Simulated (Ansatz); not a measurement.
## TiO2: changing the functional

```cif
data_structure
_symmetry_space_group_name_H-M 'I4_1/amd:1'
_symmetry_Int_Tables_number 141
_cell_length_a 3.7842
_cell_length_b 3.7842
_cell_length_c 9.5146
_cell_angle_alpha 90.000
_cell_angle_beta 90.000
_cell_angle_gamma 90.000
_cell_volume 136.25
loop_
_atom_site_label
_atom_site_type_symbol
_atom_site_symmetry_multiplicity
_atom_site_Wyckoff_symbol
_atom_site_fract_x
_atom_site_fract_y
_atom_site_fract_z
_atom_site_occupancy
Ti1 Ti 4 a 0.00000 0.50000 0.25000 1
O1 O 8 e 0.50000 0.50000 0.29190 1
```

Kept alike: task band structure; k mesh 10 × 10 × 10; occupations fermi-dirac, width 0.05 eV; no spin polarisation. Program: Ansatz, all-electron LAPW, scalar-relativistic. The mesh is that of the run's cell of 6 atoms. No spin-orbit coupling.

```csv
functional,band gap (eV),pressure (GPa)
LDA,2.009,-6.51
PBE,2.114,5.19
PBEsol,2.068,-1.06
```

Pressure is positive in compression. Gaps are the smaller of the mesh's and the band path's.

The band gap runs from 2.009 (LDA) to 2.114 eV (PBE). From PBE: LDA -0.105; PBEsol -0.046. The pressure runs from -6.51 (LDA) to 5.19 GPa (PBE). From PBE: LDA -11.70; PBEsol -6.25. A positive pressure means that the functional's own cell is larger than the one given, a negative one that it is smaller.

In this anatase cell the choice of functional matters far more for the equation of state than for the gap. The pressures follow the familiar order: LDA overbinds and favours a smaller cell, PBE underbinds and favours a larger one, and PBEsol, whose gradient correction is weakened to suit the slowly varying densities of solids, comes closest to balance at -1.06 GPa.

The gap separates mainly O 2p valence states from Ti 3d conduction states. Because the geometry is fixed, its small spread reflects the functionals directly and not the different volumes they prefer. All three values lie well below the measured gap of anatase, as expected of semilocal Kohn-Sham gaps, which lack the derivative discontinuity. The slightly larger PBE gap is therefore no sign of a better description of the excitation, and moving between these functionals does not cure the underestimate. Nor does a small net pressure show that the two independent axes are each near equilibrium, since opposing stresses can cancel in a tetragonal crystal.
